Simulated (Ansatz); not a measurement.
BaTiO3: single point with PBE

BaTiO3:

```
Ba Ti O
1.0
     3.99980    0.00000    0.00000
     0.00000    3.99980    0.00000
     0.00000    0.00000    4.01800
Ba Ti O
1 1 3
Direct
  0.00000 0.00000 0.00000
  0.50000 0.50000 0.49000
  0.00000 0.50000 0.51700
  0.50000 0.00000 0.51700
  0.50000 0.50000 0.01900
```

```yaml
Program: Ansatz 0.2.0
Task: single point
Functional: PBE
Potentials_or_basis: all-electron LAPW, scalar-relativistic
Cutoff: 432 eV (chosen from the basis error)
Basis_error_allowed: 0.001 eV/atom
k_mesh: 7 × 7 × 7
Occupations: fermi-dirac, width 0.05 eV
Spin: no spin polarisation
```

```
Pressure               : 2.4 GPa
Largest force          : 0.311 eV/Å
Band gap on the k mesh : 1.92 eV, indirect (least direct gap 2.08 eV)
Loewdin charges        : Ba +1.79; Ti +1.23; O -0.90, -0.87 e
```

Forces in eV/Å, atoms in the order of the input:
```
Ba   0.000  0.000  0.043
Ti   0.000  0.000 -0.150
O    0.000  0.000 -0.102
O    0.000  0.000 -0.102
O    0.000  0.000  0.311
```

Stress tensor (GPa, compression positive):
```
2.15 0.00 0.00
0.00 2.15 0.00
0.00 0.00 3.01
```

Levels at points of the mesh, in eV from the valence-band top:
| k point | band 32 | band 33 | band 34 | band 35 | band 36 | band 37 | band 38 | band 39 | band 40 | band 41 |
| --- | --- | --- | --- | --- | --- | --- | --- | --- | --- | --- |
| (0.00, 0.00, 0.00) | -1.15 | -1.06 | -0.17 | -0.16 | -0.16 | 1.92 | 2.14 | 2.14 | 4.12 | 4.21 |

Run time: 11 s on 4 threads of AMD EPYC 9R45 96-Core Processor (Zen 5) (shared host), peak memory 0.7 GiB.

Caveat: the atomic charges don't sum to the cell's charge; spin-orbit coupling is left out, which moves the levels of the heavy elements; an odd mesh through Γ misses points on the zone boundary, where band edges often lie. PBE gaps usually lie below the measured ones, often by a third to a half.
